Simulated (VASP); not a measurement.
The system is BAs.

```
B As
1.0
     0.00000    2.39187    2.39187
     2.39187    0.00000    2.39187
     2.39187    2.39187    0.00000
B As
1 1
Direct
  0.00000 0.00000 0.00000
  0.25000 0.25000 0.25000
```

The cell was built by a generator and needn't be a form met in nature.

Base run:

```yaml
Program: VASP 6.6.1
Functional: PBEsol
Potentials_or_basis: VASP PAW PBE potentials, release 64 (B, As)
Cutoff: 520 eV
k_mesh: 6 × 6 × 6
Occupations: gaussian, width 0.01 eV
Spin: no spin polarisation
```

Its results: band gap on the k mesh 1.18 eV, indirect (least direct gap 3.23 eV); pressure -0.5 GPa.

Question: The run is repeated on the same cell with these changes: functional from PBEsol to HSE06; k mesh from 6 × 6 × 6 to 4 × 4 × 4. What comes out?

Answer: Band gap on the k mesh 2.12 eV, indirect (least direct gap 4.14 eV); pressure -0.6 GPa.

Several settings changed at once, so the effect can't be laid on one alone.

Caveats: some runs use coarse meshes; the PAW data sets were made with another functional, which shifts forces and pressure a little.

A k mesh can miss the band edges.

Not every run made on this cell is shown here.
